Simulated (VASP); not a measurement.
# GaAs (F-43m) in VASP: notebook, part 2 of 2

VASP 6.6.1. Earlier steps stand in the parts before.

**4. Band structure, PBEsol**

INCAR reads:

```
SYSTEM = GaAs
ALGO = Fast
EDIFF = 1E-6
ENCUT = 520
GGA = PS
ISIF = 2
ISMEAR = -1
LASPH = .True.
LCHARG = .False.
LREAL = .False.
LWAVE = .False.
NELM = 80
PREC = Accurate
SIGMA = 0.05
```

KPOINTS reads:

```
k-points
0
Gamma
  8 8 8
  0 0 0
```

POSCAR reads:

```
GaAs
1.0
    0.0000000000      2.8268500000      2.8268500000
    2.8268500000      0.0000000000      2.8268500000
    2.8268500000      2.8268500000      0.0000000000
As Ga
1 1
Direct
    0.7500000000      0.7500000000      0.7500000000
    0.0000000000      0.0000000000      0.0000000000
```

KPOINTS_OPT reads:

```
path GXWKGLUWLK,UX
10
line-mode
reciprocal
 0.0000000000  0.0000000000  0.0000000000  G
 0.5000000000  0.0000000000  0.5000000000  X

 0.5000000000  0.0000000000  0.5000000000  X
 0.5000000000  0.2500000000  0.7500000000  W

 0.5000000000  0.2500000000  0.7500000000  W
 0.3750000000  0.3750000000  0.7500000000  K

 0.3750000000  0.3750000000  0.7500000000  K
 0.0000000000  0.0000000000  0.0000000000  G

 0.0000000000  0.0000000000  0.0000000000  G
 0.5000000000  0.5000000000  0.5000000000  L

 0.5000000000  0.5000000000  0.5000000000  L
 0.6250000000  0.2500000000  0.6250000000  U

 0.6250000000  0.2500000000  0.6250000000  U
 0.5000000000  0.2500000000  0.7500000000  W

 0.5000000000  0.2500000000  0.7500000000  W
 0.5000000000  0.5000000000  0.5000000000  L

 0.5000000000  0.5000000000  0.5000000000  L
 0.3750000000  0.3750000000  0.7500000000  K

 0.6250000000  0.2500000000  0.6250000000  U
 0.5000000000  0.0000000000  0.5000000000  X
```

Potentials or basis: VASP PAW PBE potentials, release 64 (As, Ga_d).

Command:

```console
$ cat potpaw_PBE.64/As/POTCAR potpaw_PBE.64/Ga_d/POTCAR > POTCAR
$ mpirun -np 1 vasp_std > vasp.out
```

OUTCAR:

```text
SYSTEM = GaAs
   EDIFF = 1E-6
   ENCUT = 520
   GGA = PS
   ISIF = 2
   ISMEAR = -1
   LASPH = .True.
   LREAL = .False.
   NELM = 80
   PREC = Accurate

 ion  position               nearest neighbor table
   1  0.750  0.750  0.750-   2 2.45   2 2.45   2 2.45   2 2.45
   2  0.000  0.000  0.000-   1 2.45   1 2.45   1 2.45   1 2.45

  LATTYP: Found a face centered cubic cell.
 ALAT       =     5.6537000000

  Lattice vectors:

 A1 = (   0.0000000000,   2.8268500000,   2.8268500000)
 A2 = (   2.8268500000,   0.0000000000,   2.8268500000)
 A3 = (   2.8268500000,   2.8268500000,   0.0000000000)

Analysis of symmetry for initial positions (statically):
=====================================================================
 Subroutine PRICEL returns:
 Original cell was already a primitive cell.

 Routine SETGRP: Setting up the symmetry group for a
 face centered cubic supercell.

 Subroutine GETGRP returns: Found 24 space group operations
 (whereof 24 operations were pure point group operations)
 out of a pool of 48 trial point group operations.

The static configuration has the point symmetry T_d .

Analysis of symmetry for dynamics (positions and initial velocities):
=====================================================================
 Subroutine PRICEL returns:
 Original cell was already a primitive cell.

 Routine SETGRP: Setting up the symmetry group for a
 face centered cubic supercell.

 Subroutine GETGRP returns: Found 24 space group operations
 (whereof 24 operations were pure point group operations)
 out of a pool of 48 trial point group operations.

The dynamic configuration has the point symmetry T_d .

 Subroutine INISYM returns: Found 24 space group operations
 (whereof 24 operations are pure point group operations),
 and found     1 'primitive' translations

----------------------------------------------------------------------------------------

                                     Primitive cell

  volume of cell :      45.1792

  direct lattice vectors                    reciprocal lattice vectors
     0.000000000  2.826850000  2.826850000    -0.176875321  0.176875321  0.176875321
[... 113 lines left out ...]
   AEXX    =    0.0000 exact exchange contribution
   IVDW    =     0    specifies the selected vdW correction
   LEPSILON=     F    determine dielectric tensor
   LRPA    =     F    only Hartree local field effects (RPA)
 non-spin polarized calculation
 RMM-DIIS sequential band-by-band and
  energy-cutoff  :      520.00
  volume of cell :       45.18
 maximum number of plane-waves:      1243
 NGX is ok and might be reduce to    30
   NGX = 15   NGY = 15   NGZ = 15

 number of electron      17.9999995 magnetization

 Free energy of the ion-electron system (eV)
  ---------------------------------------------------
  ext. energy  EPLUGINS =         0.00000000
  ---------------------------------------------------
  free energy    TOTEN  =        -9.08726735 eV

  energy without entropy =       -9.08722604  energy(sigma->0) =       -9.08724669

 E-fermi :   4.0629     XC(G=0):  -9.7721

 val. band max:        3.8059744896   @ k =   0.0000   0.0000   0.0000
 cond. band min:       4.2613885798   @ k =   0.0000   0.0000   0.0000
 fundamental gap:      0.4554140902
 Fermi energy:         4.0629170872

 k-point     1 :       0.0000    0.0000    0.0000
  band No.  band energies     occupation
      1     -10.9707      2.00000
      2     -10.9707      2.00000
      3     -10.9707      2.00000
      4     -10.8907      2.00000
      5     -10.8907      2.00000
      6      -8.9465      2.00000
      7       3.8060      1.98834
      8       3.8060      1.98834
      9       3.8060      1.98834
     10       4.2614      0.03707
     11       7.4950      0.00000
     12       7.4950      0.00000
     13       7.4950      0.00000
[... 354 lines left out ...]
  band No.  band energies     occupation
      1     -11.0605      2.00000
      2     -10.9458      2.00000
      3     -10.9380      2.00000
      4     -10.8952      2.00000
      5     -10.8872      2.00000
      6      -6.8237      2.00000
      7      -2.7161      2.00000
      8       0.5422      2.00000
      9       1.8488      2.00000
     10       6.7829      0.00000
     11       7.8814      0.00000
     12      10.1062      0.00000
     13      11.4271      0.00000

 [... further k-points ...]
[... 5 lines left out ...]
  --------------------------------------------------------------------------------------
  -------------------------------------------------------------------------------------
  Total        0.0952593      0.0952593      0.0952593      0.0000000      0.0000000      0.0000000
  in kB        3.3781547      3.3781547      3.3781547      0.0000000      0.0000000      0.0000000
  external PRESSURE =       3.3781547 kB  Pullay stress =       0.0000000 kB

 VOLUME and BASIS-vectors are now :
 -----------------------------------------------------------------------------
  energy-cutoff  :      520.00
  volume of cell :       45.18
      direct lattice vectors                 reciprocal lattice vectors
     0.000000000  2.826850000  2.826850000    -0.176875321  0.176875321  0.176875321
     2.826850000  0.000000000  2.826850000     0.176875321 -0.176875321  0.176875321
     2.826850000  2.826850000  0.000000000     0.176875321  0.176875321 -0.176875321

 POSITION                                       TOTAL-FORCE (eV/Angst)
 -----------------------------------------------------------------------------------
      4.24027      4.24027      4.24027         0.000000      0.000000      0.000000
      0.00000      0.00000      0.00000        -0.000000     -0.000000     -0.000000
 -----------------------------------------------------------------------------------
    total drift:                                0.000000      0.000000     -0.000000

  FREE ENERGIE OF THE ION-ELECTRON SYSTEM (eV)
  ---------------------------------------------------
  free  energy   TOTEN  =        -9.0872673452 eV

  energy  without entropy=       -9.0872260393  energy(sigma->0) =       -9.08724669
```

OSZICAR:

```text
N       E                     dE             d eps       ncg     rms          rms(c)
DAV:   1     0.767882175471E+02    0.76788E+02   -0.91359E+03   762   0.189E+03
DAV:   2    -0.332725771551E+01   -0.80115E+02   -0.77763E+02   824   0.322E+02
[... 36 lines left out ...]
DAV:   6    -0.359185521134E+04   -0.17870E-02     1094
DAV:   7    -0.359185521981E+04   -0.84691E-05      825
DAV:   8    -0.359185522001E+04   -0.20695E-06      647
       N       E                     dE             ncg
DAV:   1     0.915325245472E+04   -0.93509E+04      338
DAV:   2     0.808707591864E+04   -0.10662E+04      373
DAV:   3     0.801160684540E+04   -0.75469E+02      423
DAV:   4     0.801045399676E+04   -0.11528E+01      446
DAV:   5     0.801043629892E+04   -0.17698E-01      423
DAV:   6     0.801043553224E+04   -0.76668E-03      529
DAV:   7     0.801043552940E+04   -0.28375E-05      383
DAV:   8     0.801043552932E+04   -0.74098E-07      319
```

It took 40 s on 1 thread of Intel Xeon Platinum 8488C (Sapphire Rapids), shared host; peak memory 0.18 GiB.

Results:

```
Free energy             : -9.0873 eV
Pressure                : 0.3 GPa
Band gap on the k mesh  : 0.46 eV, direct
Band gap along the path : 0.46 eV, direct
```

Levels at the corners of the path, in eV from the valence-band top:
| point | band 6 | band 7 | band 8 | band 9 | band 10 | band 11 | band 12 | band 13 |
| --- | --- | --- | --- | --- | --- | --- | --- | --- |
| Γ | -12.75 | 0.00 | 0.00 | 0.00 | 0.46 | 3.69 | 3.69 | 3.69 |
| X | -10.23 | -6.85 | -2.70 | -2.70 | 1.35 | 1.57 | 10.13 | 10.13 |
| X | -10.23 | -6.85 | -2.70 | -2.70 | 1.35 | 1.57 | 10.13 | 10.13 |
| W | -10.17 | -6.66 | -3.58 | -3.38 | 4.59 | 4.63 | 5.34 | 5.94 |
| W | -10.17 | -6.66 | -3.58 | -3.38 | 4.59 | 4.63 | 5.34 | 5.94 |
| K | -10.27 | -6.66 | -3.91 | -2.28 | 1.87 | 4.57 | 7.88 | 8.02 |
| K | -10.27 | -6.66 | -3.91 | -2.28 | 1.87 | 4.57 | 7.88 | 8.02 |
| Γ | -12.75 | 0.00 | 0.00 | 0.00 | 0.46 | 3.69 | 3.69 | 3.69 |
| Γ | -12.75 | 0.00 | 0.00 | 0.00 | 0.46 | 3.69 | 3.69 | 3.69 |
| L | -10.97 | -6.68 | -1.15 | -1.15 | 0.93 | 4.58 | 4.58 | 7.58 |
| L | -10.97 | -6.68 | -1.15 | -1.15 | 0.93 | 4.58 | 4.58 | 7.58 |
| U | -10.27 | -6.66 | -3.91 | -2.28 | 1.87 | 4.57 | 7.88 | 8.02 |
| U | -10.27 | -6.66 | -3.91 | -2.28 | 1.87 | 4.57 | 7.88 | 8.02 |
| W | -10.17 | -6.66 | -3.58 | -3.38 | 4.59 | 4.63 | 5.34 | 5.94 |
| W | -10.17 | -6.66 | -3.58 | -3.38 | 4.59 | 4.63 | 5.34 | 5.94 |
| L | -10.97 | -6.68 | -1.15 | -1.15 | 0.93 | 4.58 | 4.58 | 7.58 |
| L | -10.97 | -6.68 | -1.15 | -1.15 | 0.93 | 4.58 | 4.58 | 7.58 |
| K | -10.27 | -6.66 | -3.91 | -2.28 | 1.87 | 4.57 | 7.88 | 8.02 |
| U | -10.27 | -6.66 | -3.91 | -2.28 | 1.87 | 4.57 | 7.88 | 8.02 |
| X | -10.23 | -6.85 | -2.70 | -2.70 | 1.35 | 1.57 | 10.13 | 10.13 |

Caveat: the PAW data sets were made with another functional, which shifts forces and pressure a little.

**5. Band structure, PBE**

INCAR reads:

```
PREC     = Accurate       # precision mode
ENCUT    = 500            # plane-wave cutoff, eV
EDIFF    = 1E-7           # SCF threshold, eV
ISMEAR   = -1             # smearing method
SIGMA    = 0.05           # smearing width, eV
LREAL    = F              # projectors in reciprocal space
LASPH    = T              # aspherical terms in the spheres
NELM     = 100            # most SCF steps
ALGO     = Normal         # electronic algorithm
ISIF     = 2              # what is computed and relaxed
LWAVE    = F              # write WAVECAR
LCHARG   = F              # write CHGCAR
GGA      = PE             # functional
```

KPOINTS reads:

```
regular mesh
0
Gamma
  8 8 8
```

POSCAR is that of step 4.

KPOINTS_OPT, as its differences from that of step 4:

```diff
@@ -1,3 +1,3 @@
 path GXWKGLUWLK,UX
-10
+15
 line-mode
```

Potentials or basis: VASP PAW PBE potentials, release 64 (As, Ga).

Command:

```console
$ cat potpaw_PBE.64/As/POTCAR potpaw_PBE.64/Ga/POTCAR > POTCAR
$ mpirun -np 1 vasp_std > vasp.out
```

It took 45 s on 1 thread of Intel Xeon Platinum 8488C (Sapphire Rapids), shared host; peak memory 0.17 GiB.

The run converged. Its results:

```
Free energy             : -8.2524 eV
Pressure                : 4.0 GPa
Band gap on the k mesh  : 0.58 eV, direct
Band gap along the path : 0.58 eV, direct
```

Levels at the corners of the path, in eV from the valence-band top:
| point | band 1 | band 2 | band 3 | band 4 | band 5 | band 6 | band 7 | band 8 |
| --- | --- | --- | --- | --- | --- | --- | --- | --- |
| Γ | -12.70 | 0.00 | 0.00 | 0.00 | 0.58 | 3.77 | 3.77 | 3.77 |
| X | -10.34 | -6.78 | -2.66 | -2.66 | 1.47 | 1.68 | 10.21 | 10.21 |
| X | -10.34 | -6.78 | -2.66 | -2.66 | 1.47 | 1.68 | 10.21 | 10.21 |
| W | -10.30 | -6.58 | -3.54 | -3.33 | 4.66 | 4.73 | 5.45 | 6.06 |
| W | -10.30 | -6.58 | -3.54 | -3.33 | 4.66 | 4.73 | 5.45 | 6.06 |
| K | -10.38 | -6.59 | -3.85 | -2.25 | 1.98 | 4.66 | 7.99 | 8.09 |
| K | -10.38 | -6.59 | -3.85 | -2.25 | 1.98 | 4.66 | 7.99 | 8.09 |
| Γ | -12.70 | 0.00 | 0.00 | 0.00 | 0.58 | 3.77 | 3.77 | 3.77 |
| Γ | -12.70 | 0.00 | 0.00 | 0.00 | 0.58 | 3.77 | 3.77 | 3.77 |
| L | -11.06 | -6.60 | -1.13 | -1.13 | 1.04 | 4.66 | 4.66 | 7.76 |
| L | -11.06 | -6.60 | -1.13 | -1.13 | 1.04 | 4.66 | 4.66 | 7.76 |
| U | -10.38 | -6.59 | -3.85 | -2.25 | 1.98 | 4.66 | 7.99 | 8.09 |
| U | -10.38 | -6.59 | -3.85 | -2.25 | 1.98 | 4.66 | 7.99 | 8.09 |
| W | -10.30 | -6.58 | -3.54 | -3.33 | 4.66 | 4.73 | 5.45 | 6.06 |
| W | -10.30 | -6.58 | -3.54 | -3.33 | 4.66 | 4.73 | 5.45 | 6.06 |
| L | -11.06 | -6.60 | -1.13 | -1.13 | 1.04 | 4.66 | 4.66 | 7.76 |
| L | -11.06 | -6.60 | -1.13 | -1.13 | 1.04 | 4.66 | 4.66 | 7.76 |
| K | -10.38 | -6.59 | -3.85 | -2.25 | 1.98 | 4.66 | 7.99 | 8.09 |
| U | -10.38 | -6.59 | -3.85 | -2.25 | 1.98 | 4.66 | 7.99 | 8.09 |
| X | -10.34 | -6.78 | -2.66 | -2.66 | 1.47 | 1.68 | 10.21 | 10.21 |

**6. Band structure, PBE**

INCAR reads:

```
PREC = Accurate ; ENCUT = 520
EDIFF = 1E-7 ; ISMEAR = -1
SIGMA = 0.05 ; LREAL = F
LASPH = T ; NELM = 80
ALGO = Normal ; ISIF = 2
LWAVE = F ; LCHARG = F
GGA = PE
```

KPOINTS is that of step 5.

POSCAR is that of step 5.

KPOINTS_OPT, as its differences from that of step 5:

```diff
@@ -1,3 +1,3 @@
 path GXWKGLUWLK,UX
-15
+10
 line-mode
```

Potentials or basis: VASP PAW PBE potentials, release 64 (As, Ga_d).

Command:

```console
$ cat potpaw_PBE.64/As/POTCAR potpaw_PBE.64/Ga_d/POTCAR > POTCAR
$ mpirun -np 1 vasp_std > vasp.out
```

Run time: 60 s. Hardware: 1 thread of Intel Xeon Platinum 8488C (Sapphire Rapids), shared host; peak memory 0.18 GiB.

The run converged. Its results:

- Free energy: -8.2471 eV
- Pressure: 3.5 GPa
- Band gap on the k mesh: 0.52 eV, direct
- Band gap along the path: 0.52 eV, direct

Levels at the corners of the path, in eV from the valence-band top:
| point | band 7 | band 8 | band 9 | band 10 | band 11 | band 12 |
| --- | --- | --- | --- | --- | --- | --- |
| Γ | 0.00 | 0.00 | 0.00 | 0.52 | 3.73 | 3.73 |
| X | -6.82 | -2.68 | -2.68 | 1.46 | 1.65 | 10.17 |
| X | -6.82 | -2.68 | -2.68 | 1.46 | 1.65 | 10.17 |
| W | -6.63 | -3.54 | -3.34 | 4.62 | 4.72 | 5.41 |
| W | -6.63 | -3.54 | -3.34 | 4.62 | 4.72 | 5.41 |
| K | -6.63 | -3.86 | -2.26 | 1.96 | 4.63 | 7.95 |
| K | -6.63 | -3.86 | -2.26 | 1.96 | 4.63 | 7.95 |
| Γ | 0.00 | 0.00 | 0.00 | 0.52 | 3.73 | 3.73 |
| Γ | 0.00 | 0.00 | 0.00 | 0.52 | 3.73 | 3.73 |
| L | -6.64 | -1.14 | -1.14 | 1.00 | 4.63 | 4.63 |
| L | -6.64 | -1.14 | -1.14 | 1.00 | 4.63 | 4.63 |
| U | -6.63 | -3.86 | -2.26 | 1.96 | 4.63 | 7.95 |
| U | -6.63 | -3.86 | -2.26 | 1.96 | 4.63 | 7.95 |
| W | -6.63 | -3.54 | -3.34 | 4.62 | 4.72 | 5.41 |
| W | -6.63 | -3.54 | -3.34 | 4.62 | 4.72 | 5.41 |
| L | -6.64 | -1.14 | -1.14 | 1.00 | 4.63 | 4.63 |
| L | -6.64 | -1.14 | -1.14 | 1.00 | 4.63 | 4.63 |
| K | -6.63 | -3.86 | -2.26 | 1.96 | 4.63 | 7.95 |
| U | -6.63 | -3.86 | -2.26 | 1.96 | 4.63 | 7.95 |
| X | -6.82 | -2.68 | -2.68 | 1.46 | 1.65 | 10.17 |

**7. The reference run**

An earlier run on the cell as given: functional PBEsol; potentials or basis VASP PAW PBE potentials, release 64 (As, Ga_d); cutoff 520 eV; k mesh 8 × 8 × 8; occupations fermi-dirac, width 0.05 eV; no spin polarisation.

- Pressure: 0.3 GPa
- Band gap on the k mesh: 0.46 eV, direct

**8. The runs side by side**

```csv
task,level,potentials or basis,spin,k mesh,cutoff (eV),ladder,gap on the mesh (eV),pressure (GPa)
band structure,LDA,"VASP PAW LDA potentials, release 64 (As, Ga_d)",off,8 × 8 × 8,520,-,0.33,-1.6
band structure,LDA,"VASP PAW LDA potentials, release 64 (As, Ga_d)","SOC, no magnetisation",6 × 6 × 6,520,-,-,-
band structure,PBEsol,"VASP PAW PBE potentials, release 64 (As, Ga_d)",off,8 × 8 × 8,520,-,0.46,0.3
band structure,PBE,"VASP PAW PBE potentials, release 64 (As, Ga)",off,8 × 8 × 8,500,-,0.58,4.0
band structure,PBE,"VASP PAW PBE potentials, release 64 (As, Ga_d)",off,8 × 8 × 8,520,-,0.52,3.5
single point,PBEsol,"VASP PAW PBE potentials, release 64 (As, Ga_d)",off,8 × 8 × 8,520,free,0.46,0.3
```

Alike in all rows: cell as given; smearing fermi-dirac 0.05 eV.

Caveats: the PAW data sets were made with another functional, which shifts forces and pressure a little (some runs).

Absolute energies hang on the potentials; compare differences alone.

**9. Comparison with measurements**

Step 2. Against the measured gap of GaAs, 1.412 eV (direct; 300 K; “Evidence of valence band perturbations in GaAsN/GaAs(001): A combined variable-angle spectroscopic ellipsometry and modulated photoreflectance investigation”, 2008, arxiv:0805.2212), the calculated 0.33 eV is off by -1.08 eV. So large a miss can be the level of theory's own, or it may mean another phase, state or a wrong row. 3 values of this kind are on record (1.412 to 1.51 eV); this one was drawn at random among those near their median, those with a stated uncertainty first. Spin-orbit coupling on As, Ga is left out. The value is that of LDA, without temperature or zero-point motion. Semilocal functionals fall short of measured gaps as a rule.

Step 4. A measured gap of GaAs is 1.412 eV (direct; 300 K; “Evidence of valence band perturbations in GaAsN/GaAs(001): A combined variable-angle spectroscopic ellipsometry and modulated photoreflectance investigation”, 2008, arxiv:0805.2212); the calculated 0.46 eV misses it by -0.96 eV. 3 values of this kind are on record (1.412 to 1.51 eV); this one was drawn at random among those near their median, those with a stated uncertainty first. Spin-orbit coupling on As, Ga is left out. The value is that of PBEsol, without temperature or zero-point motion. Semilocal functionals fall short of measured gaps as a rule.

Step 5. A measured gap of GaAs is 1.418 eV (direct; 300 K; “Evidence of valence band perturbations in GaAsN/GaAs(001): A combined variable-angle spectroscopic ellipsometry and modulated photoreflectance investigation”, 2008, arxiv:0805.2212); the calculated 0.58 eV misses it by -0.84 eV. 3 values of this kind are on record (1.412 to 1.51 eV); this one was drawn at random among those near their median, those with a stated uncertainty first. Spin-orbit coupling on As, Ga is left out. The value is that of PBE, without temperature or zero-point motion. Semilocal functionals fall short of measured gaps as a rule.

Step 6. A measured gap of GaAs is 1.418 eV (direct; 300 K; “Evidence of valence band perturbations in GaAsN/GaAs(001): A combined variable-angle spectroscopic ellipsometry and modulated photoreflectance investigation”, 2008, arxiv:0805.2212); the calculated 0.52 eV misses it by -0.90 eV. 3 values of this kind are on record (1.412 to 1.51 eV); this one was drawn at random among those near their median, those with a stated uncertainty first. Spin-orbit coupling on As, Ga is left out. The value is that of PBE, without temperature or zero-point motion. Semilocal functionals fall short of measured gaps as a rule.
